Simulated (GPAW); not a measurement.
# Ge (Fd-3m) in GPAW: single point with LDA

Aim: the single point of Ge with LDA.

Everything below comes from runs of GPAW 26.7.0. Logs are shortened: lines on timing, memory, paths and dates and some standing lists are left out, and cuts for length are marked. The log counts tension as positive stress, the text compression.

## Step 1: The structure

Symmetry: Fd-3m, No. 227, cubic system. Conventional cell: a = 5.658 Å, b = 5.658 Å, c = 5.658 Å, α = 90.00°, β = 90.00°, γ = 90.00°. Ge (site symmetry -43m) is surrounded by 4 Ge at 2.45 Å.

## Step 2: Single point, LDA

run.py reads:

```python
import spglib
from ase import Atoms
from ase.dft.bandgap import bandgap
from ase.io import read, write
from ase.units import GPa
from gpaw import GPAW, PW

atoms = read('Ge.cif')
cell, positions, numbers = spglib.find_primitive(
    (atoms.cell[:], atoms.get_scaled_positions(), atoms.numbers), symprec=1e-4)
atoms = Atoms(numbers, cell=cell, scaled_positions=positions, pbc=True)

calc = GPAW(mode=PW(450),
            xc='LDA',
            kpts={'size': (7, 7, 7), 'gamma': True},
            occupations={'name': 'fermi-dirac', 'width': 0.05},
            nbands=11,
            maxiter=120,
            txt='gpaw.txt')
atoms.calc = calc
energy = atoms.get_potential_energy()
forces = atoms.get_forces()
stress = atoms.get_stress()
calc.write('gs.gpw')
write('result.traj', atoms)
print(f'Energy: {energy:.6f} eV')
print('Forces (eV/A):')
print(forces.round(4))
print('Stress (GPa):', (stress / GPa).round(3))
print('Fermi level:', round(calc.get_fermi_level(), 4), 'eV')
print(f'Gap: {bandgap(calc)[0]:.4f} eV, direct: {bandgap(calc, direct=True)[0]:.4f} eV')
```

Ge.cif reads:

```cif
data_Ge
_cell_length_a 5.65782000
_cell_length_b 5.65782000
_cell_length_c 5.65782000
_cell_angle_alpha 90.00000000
_cell_angle_beta 90.00000000
_cell_angle_gamma 90.00000000
_space_group_name_H-M_alt 'Fd-3m'
_space_group_name_Hall 'F 4d 2 3 -1d'
_space_group_IT_number 227
loop_
_space_group_symop_operation_xyz
'x,y,z'
'-y+1/4,x+1/4,z+1/4'
'-x,-y+1/2,z+1/2'
'y+3/4,-x+1/4,z+3/4'
'x,-y,-z'
'-y+1/4,-x+3/4,-z+3/4'
'-x,y+1/2,-z+1/2'
'y+3/4,x+3/4,-z+1/4'
'z,x,y'
'z+1/4,-y+1/4,x+1/4'
'z+1/2,-x,-y+1/2'
'z+3/4,y+3/4,-x+1/4'
'-z,x,-y'
'-z+3/4,-y+1/4,-x+3/4'
'-z+1/2,-x,y+1/2'
'-z+1/4,y+3/4,x+3/4'
'y,z,x'
'x+1/4,z+1/4,-y+1/4'
'-y+1/2,z+1/2,-x'
'-x+1/4,z+3/4,y+3/4'
'-y,-z,x'
'-x+3/4,-z+3/4,-y+1/4'
'y+1/2,-z+1/2,-x'
'x+3/4,-z+1/4,y+3/4'
'-x+1/4,-y+1/4,-z+1/4'
'y,-x,-z'
'x+1/4,y+3/4,-z+3/4'
'-y+1/2,x,-z+1/2'
'-x+1/4,y+1/4,z+1/4'
'y,x+1/2,z+1/2'
'x+1/4,-y+3/4,z+3/4'
'-y+1/2,-x+1/2,z'
'-z+1/4,-x+1/4,-y+1/4'
'-z,y,-x'
'-z+3/4,x+1/4,y+3/4'
'-z+1/2,-y+1/2,x'
'z+1/4,-x+1/4,y+1/4'
'z+1/2,y,x+1/2'
'z+3/4,x+1/4,-y+3/4'
'z,-y+1/2,-x+1/2'
'-y+1/4,-z+1/4,-x+1/4'
[... 89 lines left out ...]
'-z+1/4,x+1/4,y+1/4'
'-z,-y+1/2,x+1/2'
'z+3/4,-x+1/4,y+3/4'
'z,y,x'
'z+1/4,x+1/4,-y+1/4'
'z+1/2,-y+1/2,-x'
'-y+3/4,-z+1/4,-x+3/4'
'-x+1/2,-z,y+1/2'
'y+1/4,-z+3/4,x+3/4'
'x+1/2,-z+1/2,-y'
'y+3/4,z+1/4,-x+3/4'
'x,z+1/2,y+1/2'
'-y+1/4,z+3/4,x+3/4'
'-x,z,-y'
'x+1/2,y+1/2,z'
'-y+3/4,x+3/4,z+1/4'
'-x+1/2,-y,z+1/2'
'y+1/4,-x+3/4,z+3/4'
'x+1/2,-y+1/2,-z'
'-y+3/4,-x+1/4,-z+3/4'
'-x+1/2,y,-z+1/2'
'y+1/4,x+1/4,-z+1/4'
'z+1/2,x+1/2,y'
'z+3/4,-y+3/4,x+1/4'
'z,-x+1/2,-y+1/2'
'z+1/4,y+1/4,-x+1/4'
'-z+1/2,x+1/2,-y'
'-z+1/4,-y+3/4,-x+3/4'
'-z,-x+1/2,y+1/2'
'-z+3/4,y+1/4,x+3/4'
'y+1/2,z+1/2,x'
'x+3/4,z+3/4,-y+1/4'
'-y,z,-x'
'-x+3/4,z+1/4,y+3/4'
'-y+1/2,-z+1/2,x'
'-x+1/4,-z+1/4,-y+1/4'
'y,-z,-x'
'x+1/4,-z+3/4,y+3/4'
'-x+3/4,-y+3/4,-z+1/4'
'y+1/2,-x+1/2,-z'
'x+3/4,y+1/4,-z+3/4'
'-y,x+1/2,-z+1/2'
'-x+3/4,y+3/4,z+1/4'
'y+1/2,x,z+1/2'
'x+3/4,-y+1/4,z+3/4'
'-y,-x,z'
'-z+3/4,-x+3/4,-y+1/4'
'-z+1/2,y+1/2,-x'
'-z+1/4,x+3/4,y+3/4'
'-z,-y,x'
'z+3/4,-x+3/4,y+1/4'
'z,y+1/2,x+1/2'
'z+1/4,x+3/4,-y+3/4'
'z+1/2,-y,-x+1/2'
'-y+3/4,-z+3/4,-x+1/4'
'-x+1/2,-z+1/2,y'
'y+1/4,-z+1/4,x+1/4'
'x+1/2,-z,-y+1/2'
'y+3/4,z+3/4,-x+1/4'
'x,z,y'
'-y+1/4,z+1/4,x+1/4'
'-x,z+1/2,-y+1/2'
loop_
_atom_site_label
_atom_site_type_symbol
_atom_site_symmetry_multiplicity
_atom_site_Wyckoff_symbol
_atom_site_fract_x
_atom_site_fract_y
_atom_site_fract_z
_atom_site_occupancy
Ge1 Ge 8 a 0.2500000000 0.2500000000 0.2500000000 1
```

Potentials or basis: the program's PAW data sets (release 1.2.1) made for this functional, pw.

The run is started by

```
> OMP_NUM_THREADS=1 python run.py
```

gpaw.txt:

```text
__  _  _
 | _ |_)|_||  |
 |__||  | ||/\| - 26.7.0

Input parameters:
  mode=PW(ecut=450.00000000000006),
  kpts=MonkhorstPack(size=(7, 7, 7), gamma=True),
  maxiter=120,
  nbands=11,
  occupations=Occupations(name='fermi-dirac', width=0.05),
  xc=XC(name='LDA')

Diagonalizing LCAO Hamiltonian
Converting LCAO to pw mode

           Ge

       Ge

Atoms  # Å, Bohr magnetons
|   | symbol |        x |        y |        z |    initial magnetic moments |
|---|--------|----------|----------|----------|-----------------------------|
| 0 |     Ge | 1.414455 | 1.414455 | 1.414455 | ( 0.0000,  0.0000,  0.0000) |
| 1 |     Ge | 0.000000 | 0.000000 | 0.000000 | ( 0.0000,  0.0000,  0.0000) |

Unit cell  # Å
| periodic |        x |        y |        z |  lengths |    angles |
|----------|----------|----------|----------|----------|-----------|
|      yes | 0.000000 | 2.828910 | 2.828910 | 4.000683 | 60.000000 |
|      yes | 2.828910 | 0.000000 | 2.828910 | 4.000683 | 60.000000 |
|      yes | 2.828910 | 2.828910 | 0.000000 | 4.000683 | 60.000000 |

Number of symmetries: 24
Symmetry operations  # r_c * U_cc + t_c -> r_c
|    | kind |            matrix            |
|----|------|------------------------------|
|  0 |  E   |  1, 0, 0,  0, 1, 0,  0, 0, 1 |
|  1 |  σ   |  1, 0, 0,  0, 0, 1,  0, 1, 0 |
|  2 |  σ   |  1, 0,-1,  0, 1,-1,  0, 0,-1 |
|  3 |  C3  |  1, 0,-1,  0, 0,-1,  0, 1,-1 |
|  4 |  C3  |  1,-1, 0,  0,-1, 1,  0,-1, 0 |
|  5 |  σ   |  1,-1, 0,  0,-1, 0,  0,-1, 1 |
|  6 |  σ   |  0, 1, 0,  1, 0, 0,  0, 0, 1 |
|  7 |  C3  |  0, 1, 0,  0, 0, 1,  1, 0, 0 |
|  8 |  C2  |  0, 1,-1,  1, 0,-1,  0, 0,-1 |
|  9 |  S4  |  0, 1,-1,  0, 0,-1,  1, 0,-1 |
| 10 |  C3  |  0, 0, 1,  1, 0, 0,  0, 1, 0 |
| 11 |  σ   |  0, 0, 1,  0, 1, 0,  1, 0, 0 |
| 12 |  S4  |  0, 0,-1,  1, 0,-1,  0, 1,-1 |
| 13 |  C3  |  0, 0,-1,  0, 1,-1,  1, 0,-1 |
| 14 |  S4  |  0,-1, 1,  1,-1, 0,  0,-1, 0 |
| 15 |  C2  |  0,-1, 1,  0,-1, 0,  1,-1, 0 |
| 16 |  C3  |  0,-1, 0,  1,-1, 0,  0,-1, 1 |
| 17 |  S4  |  0,-1, 0,  0,-1, 1,  1,-1, 0 |
| 18 |  S4  | -1, 1, 0, -1, 0, 1, -1, 0, 0 |
| 19 |  C3  | -1, 1, 0, -1, 0, 0, -1, 0, 1 |
| 20 |  C3  | -1, 0, 1, -1, 1, 0, -1, 0, 0 |
| 21 |  S4  | -1, 0, 1, -1, 0, 0, -1, 1, 0 |
| 22 |  σ   | -1, 0, 0, -1, 1, 0, -1, 0, 1 |
| 23 |  C2  | -1, 0, 0, -1, 0, 1, -1, 1, 0 |

BZ-sampling:
  Number of BZ points: 343
  Number of IBZ points: 20

  Monkhorst-Pack size: [7, 7, 7]
  Monkhorst-Pack shift: [0, 0, 0]

K-points  # in reciprocal-cell coordinates
|     |                                coordinates |     weight |
|-----|--------------------------------------------|------------|
|   0 | (  0.00000000,   0.00000000,   0.00000000) | 0.00291545 |
|   1 | (  0.14285714,   0.14285714,   0.00000000) | 0.01749271 |
|   2 | (  0.14285714,   0.14285714,   0.14285714) | 0.02332362 |
|   3 | (  0.28571429,   0.14285714,   0.14285714) | 0.03498542 |
|   4 | (  0.28571429,   0.28571429,   0.00000000) | 0.01749271 |
|   5 | (  0.28571429,   0.28571429,   0.14285714) | 0.06997085 |
|   6 | (  0.28571429,   0.28571429,   0.28571429) | 0.02332362 |
|   7 | (  0.42857143,  -0.28571429,  -0.28571429) | 0.03498542 |
|   8 | (  0.42857143,   0.28571429,  -0.42857143) | 0.13994169 |
|   9 | (  0.42857143,   0.28571429,  -0.28571429) | 0.06997085 |
| ... |                                            |            |
|  19 | (  0.42857143,   0.42857143,   0.42857143) | 0.02332362 |

Plane wave coefficients: 998
Cutoff: 450.00000000000006 eV

Spin-components: 1 (collinear spins)
Bands:           11
Projectors:      10
Spin-degeneracy: 2
Datatype:        complex128

Parallelization:
  kpt:    1
  domain: 1
  band:   1

Density:
  Valence electrons: 8.0
  Components: 1
  Grid points: [20 20 20]
  Charge: 0.0  # |e|

Potential:
  Grid points: [20 20 20]

species:
  Ge:
    name:    Germanium
    Z:       32.0
    valence: 4
    core:    28
    charge:  0.0  # [|e|]
    compensation charges:
      type: gauss
      rc: 0.32  # [Å]
      lmax: 2
    cutoffs:
      filter: 1.77  # [Å]
      core: 3.42  # [Å]
    projectors
    | kind |    occ | energy [eV] | rcut [Å] |
    |------|--------|-------------|----------|
    |   4s |  2.000 |     -11.940 |    1.005 |
    |   4p |  2.000 |      -4.047 |    1.005 |
    |    s |        |      15.272 |    1.005 |
    |    p |        |      23.164 |    1.005 |
    |    d |        |       0.000 |    1.005 |

    Using partial waves for Ge as LCAO basis

Reference energy: -114035.635429  # eV

eigensolver:
  PPCG
  Converge bands: occupied
  niter=2

density mixing:
  MSR1-Mixer
  Pratt-step length: 0.05
  Maximum mixing coefficient: 0.75
  Old densities: 10
  SVD Regularization: 0.005
  Good broyden scale: 1.0
  Trust region scale: 1.0
  Backstep threshold: 4.0
  History deletion threshold: 6.0
  Fourier metric: weight=20.0, sigma=0.015

occupation numbers:
  Fermi-Dirac:
    width: 0.0500  # eV

poisson solver:
  ecut: 3600.0000000000005  # eV

xc functional:
  name: None

convergence criteria:
- Maximum [total energy] change in last 3 cyles: 0.0005 eV / valence electron
- Maximum integral of absolute [dens]ity change: 0.0001 electrons / valence electron
- Maximum integral of absolute [eigenst]ate change: 4e-08 eV^2 / valence electron
maximum number of iterations: 120

SCF iterations
|iter     | |      energy | eigst |  dens |
|---------|-|-------------|-------|-------|
|iter:   1| |  -10.468602 | -0.45 |       |
|iter:   2| |  -10.457644 | -2.70 | -0.91 |
|iter:   3| |  -10.366742 | -2.56 | -0.93 |
|iter:   4| |  -10.363432 | -3.57 | -1.57 |
|iter:   5| |  -10.363390c| -5.21 | -2.48 |
|iter:   6| |  -10.363391c| -6.56 | -3.33 |
|iter:   7| |  -10.363391c| -7.84c| -3.78 |
|iter:   8| |  -10.363391c| -8.42c| -5.01c|

Converged in 8 steps
Energy contributions relative to reference atoms: (reference = -114035.635429)

Energy contributions:
  Kinetic:          26.087153
  Coulomb:         -23.490893
  Zero:              0.006058
  External:          0.000000
  Xc:              -12.965010
  Entropy:          -0.001397
  Spinorbit:         0.000000
  ----------------------------
  Free energy:     -10.364089
  Extrapolated:    -10.363391

dipole moment: (-21.810568, -21.810568, -21.810568)  # |e|*Ang

Fermi level: 5.665
Eigenvalues  # (at kpt = [0.000, 0.000, 0.000])
| band index |      eig [eV] | occ [0-2] |
|------------|---------------|-----------|
|          0 |        -7.131 |     2.000 |
|          1 |         5.545 |     1.833 |
|          2 |         5.672 |     0.926 |
|          3 |         5.672 |     0.926 |
|          4 |         5.672 |     0.926 |
|          5 |         8.211 |     0.000 |
|          6 |         8.211 |     0.000 |
|          7 |         8.211 |     0.000 |
|          8 |        11.896 |     0.000 |
|          9 |        15.143 |     0.000 |
|         10 |        15.144 |     0.000 |

No gap
No difference between direct/indirect transitions

Forces  # eV/Ang
|        x |        y |        z |
|----------|----------|----------|
| -0.00000 | -0.00000 | -0.00000 |  # Ge   0
|  0.00000 | -0.00000 | -0.00000 |  # Ge   1

Stress tensor  # eV/Ang^3
|         x |         y |         z |
|-----------|-----------|-----------|
|  0.005902 | -0.000000 | -0.000000 |
| -0.000000 |  0.005902 |  0.000000 |
| -0.000000 |  0.000000 |  0.005902 |

# Writing to gs.gpw (mode='')
```

Wall time 4.2 s (1 thread of Arm Neoverse V1, shared host); peak memory 0.13 GiB.

Results:

* Free energy: -10.3641 eV
* Pressure: -0.9 GPa
* Band gap on the k mesh: none (metal or under the smearing width)

Caveat: the cutoff is short for stress and forces, so pressures can be off by a GPa or more; this crystal is a semiconductor, whose small gap the functional closes, so the metal is an error of the method.

## Step 3: Comparison with measurements

Step 2. The gap isn't set beside the measured one, since this odd mesh misses points on the zone boundary.
